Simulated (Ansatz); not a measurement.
System: WS₂, a cell derived from the structure in space group 194 by a strain and random displacements, 6 atoms in the cell.

The calculation used HSE06, plane waves, PAW datasets (earlier set, tuned by hand) (Ansatz).

Cutoff 760 eV; exchange singularity: regularized; k-mesh 4×4×1 Γ-centred; Fermi–Dirac smearing of 0.15 eV; no spin polarisation; no spin–orbit coupling.

```xyz
6
Lattice="3.1703 0.0278 -0.0133 -1.5611 2.6947 0.0184 -0.0525 0.0533 12.5013" Properties=species:S:1:pos:R:3:forces:R:3 pbc="T T T" pressure_GPa=-2.43
W     0.3625    2.2785    2.4983    3.0263    0.3333   -3.6289
W     1.9292    1.4368    8.7309    1.2505   -0.7806   -4.0749
S     0.4084    2.2791    6.9687   -0.4340    0.3856    3.3654
S     1.9940    1.4170    0.7941   -0.5608   -0.0912    2.3199
S     0.4112    2.2871   10.2420   -0.8080    0.3953    0.7481
S     2.1449    1.3854    3.9887   -2.4740   -0.2424    1.2704
```

Forces are in eV/Å.

```json
{"Largest force": "4.737 eV/Å on W1", "Smearing term TS": "0.5 meV/atom", "Gap on the mesh": "1.59 eV", "Valence electrons": "80", "Irreducible k-points": "10", "CPU time": "about 20 core-minutes on a shared host"}
```

The stress includes the program's correction for the finite plane-wave basis.

A gap read on the mesh is an upper bound of this method's gap, since the mesh can miss a band edge. The k-mesh is modest, so these values aren't fully converged in k. Spin–orbit coupling is left out; with heavy elements it can shift the gap and split levels by tenths of an eV.
